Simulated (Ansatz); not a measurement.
**Property card for ZrO$_{2}$**

ZrO2:
```
CELL_PARAMETERS angstrom
      3.58448     0.00000     0.00000
      0.00000     3.58448     0.00000
      0.00000     0.00000     5.17724
ATOMIC_POSITIONS crystal
  Zr 0.00000 0.00000 0.00000
  Zr 0.50000 0.50000 0.50000
  O  0.00000 0.50000 0.20147
  O  0.00000 0.50000 0.70147
  O  0.50000 0.00000 0.29853
  O  0.50000 0.00000 0.79853
```

Space group P4_2/nmc (No. 137); conventional cell a = b = 3.5845 Å, c = 5.1772 Å, α = β = γ = 90.00°.

Method: PBEsol in the plane-wave PAW code Ansatz. Geometry: relaxed at this level of theory. Other levels are named where they apply.

**Cell and energy**

* **Volume per atom**: 11.09 Å³
* **Density**: 6.15 g/cm³
* **Formation energy from the elements (no fitted shifts)**: -3.45 eV/atom

**Electronic structure**

- Band gap = 4.00 eV (indirect)
- Valence-band maximum = on the M–Γ line, 57 % of the way from M
- Conduction-band minimum = at Γ
- Smallest direct gap on the standard path = 4.12 eV
- Electron effective mass = 0.57, 0.57, 2.1 mₑ (principal values)
- Electron effective mass with spin–orbit coupling = 0.57, 0.57, 2.1 mₑ (principal values)
- Hole effective mass = 0.69, 2.3, 14 mₑ (principal values)
- Hole effective mass with spin–orbit coupling = 0.69, 2.3, 10 mₑ (principal values)
- HSE06 gap on the PBEsol cell = 5.73 eV
- Gap with spin–orbit coupling = 4.00 eV

**Mechanics**

- Bulk modulus (Birch–Murnaghan fit): 181 GPa
- Pressure derivative B′: 5.9

This is a known high-temperature phase of the composition, computed here at zero pressure and temperature. Symmetry was held in the PBEsol relaxation; whether a distortion lowers the energy is not shown. No spin polarisation was allowed. The references are the lowest solids computed at this level, not always the standard phases (solids in place of the gases). Scalar-relativistic: spin–orbit coupling is off unless named, which matters more the heavier the elements.

Potentials: the later of the program's two PAW sets.
